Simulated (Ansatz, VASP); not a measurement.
# One calculation of Ti, two programs

```
Ti
1.0
    -1.64100    1.64100    1.64100
     1.64100   -1.64100    1.64100
     1.64100    1.64100   -1.64100
Ti
1
Direct
  0.00000 0.00000 0.00000
```

This isn't the form of Ti at room conditions, which is hcp.

Alike in both runs: task single point; functional PBE; k mesh 22 × 22 × 22; occupations gaussian, width 0.15 eV; no spin polarisation.

|  | VASP | Ansatz |
| --- | --- | --- |
| version | VASP 6.6.1 | Ansatz 0.2.0 |
| potentials or method | VASP PAW PBE potentials, release 64 (Ti_sv) | scalar-relativistic, plane waves, PAW |
| plane-wave cutoff (eV) | 520 | 420 |
| valence electrons in the cell | 12 | 12 |

Ansatz gave:

* gap on the k mesh at the Fermi level (eV): none
* pressure (GPa): -2.4

Problem. Which values does VASP return?

Solution. gap on the k mesh at the Fermi level (eV): none; pressure (GPa): -2.6.

A gap of «none» marks a metal or a gap that the smearing closes.
